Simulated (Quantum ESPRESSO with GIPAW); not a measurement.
# BP: how strain moves the 11B line

GIPAW runs (PBEsol, plane-wave PAW from pslibrary 1.0.0 recipes, cutoffs 55 and 330 Ry, one 13×13×13 mesh for all shielding runs; Quantum ESPRESSO with GIPAW, a patched development version; no spin-orbit coupling, no macroscopic shape term) on BP, space group F-43m before straining. The cell below is strained along the z axis of the cell given, with the other two held, and the atoms were let relax in pw.x at each strain but kept their fractional coordinates.

```
CELL_PARAMETERS angstrom
0.00000 2.26900 2.26900
2.26900 0.00000 2.26900
2.26900 2.26900 0.00000
ATOMIC_POSITIONS crystal
P 0.25000 0.25000 0.25000
B 0.00000 0.00000 0.00000
```

The cell is an entry of the Crystallography Open Database; it need not be the form that is stable at ambient conditions.

The bonds are those of B (atom 2; BP4). One row is withheld.

| strain (%) | mean bond (Å) | σ_iso P (ppm) | σ_iso B (ppm) | span B (ppm) |
| --- | --- | --- | --- | --- |
| -2 | 1.9520 | 437.81 | 126.80 | 5.7 |
| -1.5 | 1.9552 | 436.43 | 126.11 | 4.3 |
| -1 | 1.9585 | 434.99 | 125.42 | 2.9 |
| 0 | 1.9650 | 431.92 | 124.00 | 0.0 |
| +0.5 | 1.9683 | ? | ? | ? |
| +1 | 1.9716 | 428.61 | 122.54 | 2.9 |
| +2 | 1.9782 | 425.10 | 121.04 | 5.7 |

**Task.** Fit σ_iso of B against strain, judge whether a straight line is enough, and predict the withheld row at +0.5 %.

1. With n = 6: Σx = -1.500, Σy = 745.91, Σx² = 12.2500, Σxy = -203.565.

2. Slope b = (nΣxy − ΣxΣy)/(nΣx² − (Σx)²) = -1.44 ppm per %, intercept a = (Σy − bΣx)/n = 123.96 ppm.

3. Residuals (run less line), in the order of the table: -0.04, -0.01, +0.02, +0.04, +0.02, -0.04 ppm. They bend in one sense; the largest is 0.7 % of the range of σ, so a line serves for most purposes and a parabola takes up the rest: σ = 124.00 − 1.439 x − 0.020 x², with residuals of 0.01 ppm or less.

4. At +0.5 % (inside the fitted range) the line gives 123.24 ppm and the parabola 123.27 ppm.

5. The run gives:

| strain (%) | mean bond (Å) | σ_iso P (ppm) | σ_iso B (ppm) | span B (ppm) |
| --- | --- | --- | --- | --- |
| +0.5 | 1.9683 | 430.29 | 123.27 | 1.4 |

Prediction less run: the line misses by -0.03 ppm, the parabola hits it to the digits shown. By the parabola, a strain of +1 % changes σ of B by -1.46 ppm and one of −1 % by +1.42 ppm; the mean slope is -1.44 ppm per %, or 2.2 ppm for 0.01 Å of mean bond length. The shift moves the opposite way, scaled by the slope of a reference line. Over the table σ of P goes from 437.81 to 425.10 ppm. Zero strain is the database's lattice, not this functional's rest cell, and neither cutoff nor mesh was tested for the slopes. The omitted shape term, common to all sites, changes with strain too. This build of gipaw.x prints that it is not audited and that its numbers are no references by themselves. 11B is quadrupolar, so a real line also moves with the field gradient, which is not computed here. pw.x warned of eigenvalues not converged in some cycles of these runs, which then met the threshold.

[Banner, clock, file and message-heading lines were taken out of the pw.x and gipaw.x logs.]

[Logs are printed without paths, hosts, clocks, repeated set-up lines and the standing remarks that a program may print on its own settings, such as how far it seeks lower states.]

[Hosts, paths, dates, database ids (printed as entryN), source tags and the programs' standing remarks are cut or masked in the printed files.]
